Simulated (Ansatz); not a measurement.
TaC: the change of pressure with volume scale

Periodic Kohn-Sham DFT of a crystal at fixed atoms, scaled to volume_scale times the given cell; pressure positive in compression, energy less spherical unpolarised free atoms, largest_vzz the field gradient of largest size among the nuclei. The results are calculated, by Ansatz 0.2.0.

The cell before it is scaled or strained (space group Fm-3m, No. 225):
```
cell vectors (Å)
   0.0000     2.2270     2.2270
   2.2270     0.0000     2.2270
   2.2270     2.2270     0.0000
atoms (fractions of the cell vectors)
Ta  0.00000  0.00000  0.00000
C   0.50000  0.50000  0.50000
```

Settings of every row: method frozen-core PAW; functional PBE; relativity scalar; k mesh 16x16x16; filling fermi-dirac; smearing width 0.05 eV; wave cutoff 420 eV; paw set soft_2.

Atom start moment: 0 on all atoms.

Limits: no spin-orbit coupling on heavy atoms.

| row | volume scale | V (Å³/atom) | pressure (GPa) |
| --- | --- | --- | --- |
| 1 | 0.9405 | 10.388 | 28.798 |
| 2 | 0.97 | 10.714 | 15.992 |
| 3 | 1 | 11.045 | 4.819 |
| 4 | 1.03 | 11.376 | ? |
| 5 | 1.06 | 11.708 | -12.976 |

Question: what pressure should row 4 give?

Worked fit of pressure. Take u = (V_r/V)^(2/3) − 1 with V_r = 10.88 Å³ an atom, which is twice the finite (Eulerian) strain; such expansions in the strain, on which the Birch-Murnaghan equation of state is built, carry the rest volume and the bulk modulus. The shown rows have u = 0.03133, 0.0103, -0.00998, -0.04772. Least squares give pressure = 10.176 + 551.045 × u + 1380.98 × u² GPa; a straight line predicts inner rows, each left out in turn, worse (root mean square 1.4 against 0.013 GPa). The rows lie off it by 0.002, -0.006, 0.005, -0.001 (root mean square 0.0041 GPa). The pressure vanishes at u = -0.0194, or V = 11.2 Å³ an atom, and there the bulk modulus at fixed shape and fractions is B = −V dP/dV = (2/3)(1 + u) dP/du = 325 GPa. The withheld row has u = -0.02928, so the fit gives 10.176 + 551.045 × (-0.02928) + 1380.98 × (-0.02928)² = -4.775 GPa.

The calculation gave -4.761 GPa. The fit lies 0.014 GPa (0.034 % of the column's range) below it; its largest miss of a shown row is 0.006 GPa.
